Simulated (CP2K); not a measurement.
**Si2Ni under changes of volume**

One of the cells (13.166 Å³/atom); the others are scaled copies at fixed shape and fractional positions:

```xyz
3
Lattice="3.8226 0.0000 0.0000 1.9113 3.3105 0.0000 1.9113 1.1035 3.1212" Properties=species:S:1:pos:R:3 pbc="T T T"
Ni    0.0000    0.0000    0.0000
Si    5.7339    3.3105    2.3409
Si    1.9113    1.1035    0.7803
```

```yaml
Program: CP2K 2026.2
Functional: PBEsol
Potentials_or_basis: GTH_POTENTIALS Ni GTH-PBE-q18; POTENTIAL_UZH Si GTH-PBE-q4; TZVP-MOLOPT-SR-GTH, TZVP-MOLOPT-PBE-GTH basis
Density_cutoff: 8163 eV
k_mesh: 9 × 9 × 9
Occupations: fermi-dirac, width 0.05 eV
Spin: collinear spin, ferromagnetic start
Starting_moments: "[1.0, 0.0, 0.0] μB"
```

```csv
volume (Å³/atom),energy over the lowest point (meV/atom),pressure (GPa)
12.376,?,?
12.639,12.46,7.2
12.902,3.45,3.7
13.166,0.00,0.4
13.429,1.62,-2.5
13.692,7.90,-5.2
13.956,18.43,-7.7
```

Question: What does the run at 12.376 Å³/atom give?

Answer: Energy over the lowest point 27.57 meV/atom; pressure 11.2 GPa.

Worked out: A Birch-Murnaghan fit of order 3 (a polynomial in V^(-2/3)) to the other rows has its minimum at 13.21 Å³/atom with B0 = V·E''(V) = 153 GPa and B' = 3.6. It gives 27.56 meV/atom at 12.376 Å³/atom, against the run's 27.57, and -dE/dV = 11.2 GPa, against 11.2.

Energies are extrapolated to zero smearing.

Caveats: the potentials were made for another functional, which shifts forces and pressure; the basis of atomic orbitals isn't converged, which shifts pressures, moduli and gaps; the total moment is fixed, so each spin has its own Fermi level.
